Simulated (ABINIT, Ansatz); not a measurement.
**How the form of the self-energy moves the gap of LiH (Fm-3m)**

Wanted: the gap of LiH (Fm-3m) under several approximations, with cost.

Main program and level: ABINIT 10.8.3; PBE and many-body steps on it, plane waves.

The database entry behind the starting cell differs from later determinations by our own check (the deuteride, about 0.2 % short), so it need not match the best structure at ambient conditions.

### 1. The structure

It takes space group Fm-3m (No. 225, cubic). The conventional cell has a = 4.074 Å, b = 4.074 Å, c = 4.074 Å, α = 90.00°, β = 90.00°, γ = 90.00°. Nearest to Li lie 6 H at 2.04 Å. H has 6 Li at 2.04 Å nearest. Farther neighbours are not listed.

Structure file:

```cif
data_structure
_symmetry_space_group_name_H-M 'P 1'
_symmetry_Int_Tables_number 1
_cell_length_a 2.8804
_cell_length_b 2.8804
_cell_length_c 2.8804
_cell_angle_alpha 60.000
_cell_angle_beta 60.000
_cell_angle_gamma 60.000
_cell_volume 16.90
loop_
_atom_site_label
_atom_site_type_symbol
_atom_site_fract_x
_atom_site_fract_y
_atom_site_fract_z
_atom_site_occupancy
Li1 Li 0.00000 0.00000 0.00000 1
H2 H 0.50000 0.50000 0.50000 1
```

The cell and positions come from the Crystallography Open Database and are kept as given unless a step says otherwise.

### 2. Empty states on the mesh, 8×8×8 mesh, 316 bands

This step: ABINIT 10.8.3; DFT, PBE, plane waves, norm-conserving pseudopotentials.

The sums over transitions need many empty states on a uniform mesh; this step solves for them.

Contents of run.abi:

```
acell 3*1.0 Angstrom
rprim 
  -0.000000000000 2.036750000000 2.036750000000
  2.036750000000 -0.000000000000 2.036750000000
  2.036750000000 2.036750000000 -0.000000000000
ntypat 2
znucl 3 1
natom 2
typat 1 2
xred 
  0.000000000000 0.000000000000 0.000000000000
  0.500000000000 0.500000000000 0.500000000000
pp_dirpath "pseudos"
pseudos "Li.upf, H.upf"
ecut 33
ngkpt 8 8 8
nshiftk 1
shiftk 0 0 0
kptopt 1
chksymbreak 0
irdden 1
istwfk *1
nband 316
prtvol 0
optdriver 6
gwr_task "HDIAGO"
paral_kgb 0
occopt 1
indata_prefix "in"
outdata_prefix "out"
tmpdata_prefix "tmp"
```

Launch:

```bash
OMP_NUM_THREADS=1 mpirun -n 8 abinit run.abi > log
```

The program printed:

```text
.Version 10.8.3 of ABINIT. v10.8.2 released Aug 2026.

 Symmetries : space group Fm -3 m (#225); Bravais cF (face-center cubic)
[... echo of the input left out ...]
== DATASET  1 ==================================================================
-   mpi_nproc: 8, omp_nthreads: 1 (-1 if OMP is not activated)

--- !DatasetInfo
iteration_state: {dtset: 1, }
dimensions: {natom: 2, nkpt: 29, mband: 316, nsppol: 1, nspinor: 1, nspden: 1, mpw: 1056, }
cutoff_energies: {ecut:  33.0, pawecutdg:  -1.0, }
[...]
Direct band gap semiconductor
 Fundamental gap:     3.022 (eV)
   VBM:    -0.348 (eV) at k: [ 5.0000E-01,  5.0000E-01,  0.0000E+00]
   CBM:     2.674 (eV) at k: [ 5.0000E-01,  5.0000E-01,  0.0000E+00]
 Direct gap:         3.022 (eV) at k: [ 5.0000E-01,  5.0000E-01,  0.0000E+00]

== END DATASET(S) ==============================================================
================================================================================

 -outvars: echo values of variables after computation  --------
           etotal      0.0000000000E+00
            nband         316
             nkpt          29
          spgroup         225
 [... the other variables as echoed above ...]

 Calculation completed.
```

Run time: 5.2 s. Hardware: 8 MPI ranks of Intel Xeon Platinum 8488C (Sapphire Rapids), shared host; peak memory 1 GiB; 40 s of CPU time.

This step gave:

| Item | Value |
| --- | --- |
| gap | 3.022 eV |
| k of the valence top | 0.5, 0.5, 0 |
| k of the conduction bottom | 0.5, 0.5, 0 |
| least direct gap | 3.022 eV |
| k points computed | 29 |
| lowest point of the top converged band, above the valence top | 385.4766 eV |

On this mesh the gap is 3.022 eV.

The density comes from a self-consistent run that is not shown.

### 3. Screening, 8×8×8 mesh, 127 bands, screening to 283 eV

The RPA dielectric matrix is built and inverted for each q.

This step: RPA screening on PBE, plane waves, norm-conserving pseudopotentials.

run.abi, as its differences from that of step 2:

```diff
@@ -20,10 +20,11 @@
 chksymbreak 0
-irdden 1
 istwfk *1
-nband 316
-prtvol 0
-optdriver 6
-gwr_task "HDIAGO"
-paral_kgb 0
 occopt 1
+irdwfk 1
+optdriver 3
+nband 127
+ecuteps 10.4
+inclvkb 2
+awtr 1
+symchi 1
 indata_prefix "in"
```

The program printed:

```text
.Version 10.8.3 of ABINIT. v10.8.2 released Aug 2026.

 Symmetries : space group Fm -3 m (#225); Bravais cF (face-center cubic)
[... echo of the input left out ...]
== DATASET  1 ==================================================================
-   mpi_nproc: 8, omp_nthreads: 1 (-1 if OMP is not activated)

--- !DatasetInfo
iteration_state: {dtset: 1, }
dimensions: {natom: 2, nkpt: 29, mband: 127, nsppol: 1, nspinor: 1, nspden: 1, mpw: 1056, }
cutoff_energies: {ecut:  33.0, pawecutdg:  -1.0, }
electrons: {nelect:   4.00000000E+00, charge:   0.00000000E+00, occopt:   1.00000000E+00, tsmear:   1.00000000E-02, }

 SCREENING: Calculation of the susceptibility and dielectric matrices

 Based on a program developped by R.W. Godby, V. Olevano, G. Onida, and L. Reining.
 Incorporated in ABINIT by V. Olevano, G.-M. Rignanese, and M. Torrent.
.Using double precision arithmetic ; gwpc =  8

[... cell and pseudopotentials left out ...]
--------------------------------------------------------------------------------

 ==== K-mesh for the wavefunctions ====
 Number of points in the irreducible wedge :    29
[... list of points left out ...]
 Together with 48 symmetry operations and time-reversal symmetry
 yields   512 points in the full Brillouin Zone.

 ==== Q-mesh for the screening function ====
 Number of points in the irreducible wedge :    29
[... list of points left out ...]
 Together with 48 symmetry operations and time-reversal symmetry
 yields   512 points in the full Brillouin Zone.

 setmesh: FFT mesh size selected  =    24x   24x   24
          total number of points  =        13824

 vcoul_init : cutoff-mode = AUXILIARY_FUNCTION
 q-points for optical limit:   1
     1)      0.000010    0.000020    0.000030

- screening: taking advantage of time-reversal symmetry
- Maximum band index for partially occupied states nbvw = 2
- Remaining bands to be divided among processors   nbcw = 125
- Number of bands treated by each node ~15

 Number of electrons calculated from density =    4.0000; Expected =    4.0000
 average of density, n =  0.035077
 r_s =    1.8951
 omega_plasma =   18.0662 [eV]

 calculating chi0 at frequencies [eV] :
  1    0.000000E+00    0.000000E+00
  2    0.000000E+00    1.806615E+01

--------------------------------------------------------------------------------
  q-point number  1        q = ( 0.000000, 0.000000, 0.000000) [r.l.u.]
--------------------------------------------------------------------------------
[... chi0 elements left out ...]
 For q-point:  0.000010 0.000020 0.000030
  dielectric constant =   4.0092
  dielectric constant without local fields =   4.4047

  Average fulfillment of the sum rule on Im[epsilon] for q-point    1 :     96.38  [%]
[... wings left out ...]
  q-point number  2        q = ( 0.125000, 0.000000, 0.000000) [r.l.u.]
--------------------------------------------------------------------------------
[... chi0 elements left out ...]
  Average fulfillment of the sum rule on Im[epsilon] for q-point    2 :    101.85  [%]

 [... 27 further q-points ...]
```

Run time: 60 s. Hardware: 8 MPI ranks; peak memory 2 GiB.

Numbers from this step:

```
ε∞ with local fields, on this mesh, along the program's q direction : 4.009
the same without local fields                                       : 4.405
plasma frequency                                                    : 18.07 eV
plane waves in the screening matrix                                 : 169
```

Local fields lower ε∞ by 9 %.

### 4. G0W0, Godby-Needs plasmon pole

The self-energy is evaluated for the states that the input lists, and the levels follow from it, in one-shot runs by the linearised quasiparticle equation.

This step: G0W0 on PBE, plane waves, norm-conserving pseudopotentials.

run.abi, as its differences from that of step 3:

```diff
@@ -23,8 +23,17 @@
 irdwfk 1
-optdriver 3
+optdriver 4
 nband 127
+gwcalctyp 0
+ecutsigx 33
+symsigma 1
+nkptgw 2
+kptgw 
+  0.5000000000 0.5000000000 0.0000000000
+  0.0000000000 0.0000000000 0.0000000000
+bdgw 
+  1 5
+  1 6
 ecuteps 10.4
-inclvkb 2
-awtr 1
-symchi 1
+irdscr 1
+ppmodel 1
 indata_prefix "in"
```

The program printed:

```text
.Version 10.8.3 of ABINIT. v10.8.2 released Aug 2026.

 Symmetries : space group Fm -3 m (#225); Bravais cF (face-center cubic)
[... echo of the input left out ...]
== DATASET  1 ==================================================================
-   mpi_nproc: 8, omp_nthreads: 1 (-1 if OMP is not activated)

--- !DatasetInfo
iteration_state: {dtset: 1, }
dimensions: {natom: 2, nkpt: 29, mband: 127, nsppol: 1, nspinor: 1, nspden: 1, mpw: 1056, }
cutoff_energies: {ecut:  33.0, pawecutdg:  -1.0, }
electrons: {nelect:   4.00000000E+00, charge:   0.00000000E+00, occopt:   1.00000000E+00, tsmear:   1.00000000E-02, }

 SIGMA: Calculation of the GW corrections

 Based on a program developped by R.W. Godby, V. Olevano, G. Onida, and L. Reining.
 Incorporated in ABINIT by V. Olevano, G.-M. Rignanese, and M. Torrent.
.Using double precision arithmetic ; gwpc =  8

[... cell and pseudopotentials left out ...]
--------------------------------------------------------------------------------

 ==== K-mesh for the wavefunctions ====
 Number of points in the irreducible wedge :    29
[... list of points left out ...]
 Together with 48 symmetry operations and time-reversal symmetry
 yields   512 points in the full Brillouin Zone.

 ==== Q-mesh for screening function ====
 Number of points in the irreducible wedge :    29
[... list of points left out ...]
 Together with 48 symmetry operations and time-reversal symmetry
 yields   512 points in the full Brillouin Zone.

 vcoul_init : cutoff-mode = AUXILIARY_FUNCTION
 q-points for optical limit:   1
     1)      0.000010    0.000020    0.000030
 setmesh: FFT mesh size selected  =    30x   30x   30
          total number of points  =        27000

 Number of electrons calculated from density =    4.0000; Expected =    4.0000
 average of density, n =  0.035077
 r_s =    1.8951
 omega_plasma =   18.0662 [eV]

 === KS Band Gaps ===
  >>>> For spin  1
   Minimum direct gap =   3.0221 [eV], located at k-point      :   0.5000  0.5000  0.0000
   Fundamental gap    =   3.0221 [eV], Top of valence bands at :   0.5000  0.5000  0.0000
                                       Bottom of conduction at :   0.5000  0.5000  0.0000
 SIGMA fundamental parameters:
 PLASMON POLE MODEL  1
 number of plane-waves for SigmaX                 1037
 number of plane-waves for SigmaC and W            169
 number of plane-waves for wavefunctions          1037
 number of bands                                   127
 number of independent spin polarizations            1
 number of spinorial components                      1
 number of k-points in IBZ                          29
 number of q-points in IBZ                          29
 number of symmetry operations                      48
 number of k-points in BZ                          512
 number of q-points in BZ                          512
 number of frequencies for dSigma/dE                 9
 frequency step for dSigma/dE [eV]                0.25
 number of omega for Sigma on real axis              0
 max omega for Sigma on real axis  [eV]           0.00
 zcut for avoiding poles [eV]                     0.10

 EPSILON^-1 parameters (SCR file):
 dimension of the eps^-1 matrix on file            169
 dimension of the eps^-1 matrix used               169
 number of plane-waves for wavefunctions          1037
 number of bands                                   127
 number of q-points in IBZ                          29
 number of frequencies                               2
 number of real frequencies                          1
 number of imag frequencies                          1

 matrix elements of self-energy operator (all in [eV])

 Perturbative Calculation

--- !SelfEnergy_ee
iteration_state: {dtset: 1, }
kpoint     : [   0.500,    0.500,    0.000, ]
spin       : 1
KS_gap     :    3.022
QP_gap     :    4.970
Delta_QP_KS:    1.948
data: !SigmaeeData |
     Band     E0 <VxcDFT>   SigX SigC(E0)      Z dSigC/dE  Sig(E)    E-E0       E
        1 -44.599 -25.708 -39.786   5.439   0.765  -0.306 -32.321  -6.613 -51.211
        2  -0.348 -11.306 -14.553   1.384   0.772  -0.296 -12.744  -1.438  -1.786
        3   2.674  -7.648  -3.711  -3.308   0.812  -0.232  -7.138   0.510   3.184
        4  10.239  -8.235  -2.670  -4.533   0.779  -0.283  -7.431   0.804  11.044
        5  10.239  -8.235  -2.670  -4.533   0.779  -0.283  -7.431   0.804  11.044

--- !SelfEnergy_ee
iteration_state: {dtset: 1, }
kpoint     : [   0.000,    0.000,    0.000, ]
spin       : 1
KS_gap     :   20.729
QP_gap     :   22.882
Delta_QP_KS:    2.152
data: !SigmaeeData |
     Band     E0 <VxcDFT>   SigX SigC(E0)      Z dSigC/dE  Sig(E)    E-E0       E
        1 -44.649 -25.626 -39.725   5.434   0.773  -0.294 -32.325  -6.699 -51.348
        2  -5.602  -9.916 -15.631   3.360   0.714  -0.400 -11.598  -1.681  -7.283
        3  15.128 -11.718  -4.656  -6.345   0.657  -0.523 -11.247   0.471  15.599
        4  17.057  -8.964  -2.438  -5.432   0.715  -0.398  -8.181   0.783  17.839
        5  17.057  -8.964  -2.438  -5.432   0.715  -0.398  -8.181   0.783  17.839
        6  17.057  -8.964  -2.438  -5.432   0.715  -0.398  -8.181   0.783  17.839

== END DATASET(S) ==============================================================
================================================================================

 -outvars: echo values of variables after computation  --------
           etotal      0.0000000000E+00
            nband         127
             nkpt          29
          spgroup         225
 [... the other variables as echoed above ...]

 Calculation completed.
```

Elapsed: 12 s, on 8 MPI ranks; peak memory 2 GiB.

Numbers from this step:

| Item | Value |
| --- | --- |
| G0W0 gap on the points computed | 4.970 eV |
| starting gap on the mesh | 3.022 eV |
| k of the valence top | 0.5, 0.5, 0 |
| k of the conduction bottom | 0.5, 0.5, 0 |
| Z at the valence top | 0.772 |
| Z at the conduction bottom | 0.812 |
| least direct G0W0 gap on the computed points | 4.970 eV |

The gap on the mesh goes from 3.02 eV to 4.97 eV, a correction of +1.95 eV.

(Continued in part 2 of 2.)

[Paths, hosts, dates, memory and timing lines, banners, echoed tables and standing remarks are left out of the program output.]

[Logs are printed without paths, hosts, clocks, repeated set-up lines and the standing remarks that a program may print on its own settings, such as how far it seeks lower states.]

[Runs of the session that timed out or met a known fault of the program may be left out.]

[Hosts, paths, dates, database ids (printed as entryN), source tags and the programs' standing remarks are cut or masked in the printed files.]

[G0W0 gaps are taken among the corrected bands and points alone; a level outside them can change the order at an edge.]

[Where Ansatz stands beside ABINIT at settings called matched, ABINIT's density can come from a denser mesh and the files from another edition; pairs whose starting gaps differed by over 0.03 eV were left out, so agreement reads better than it is.]
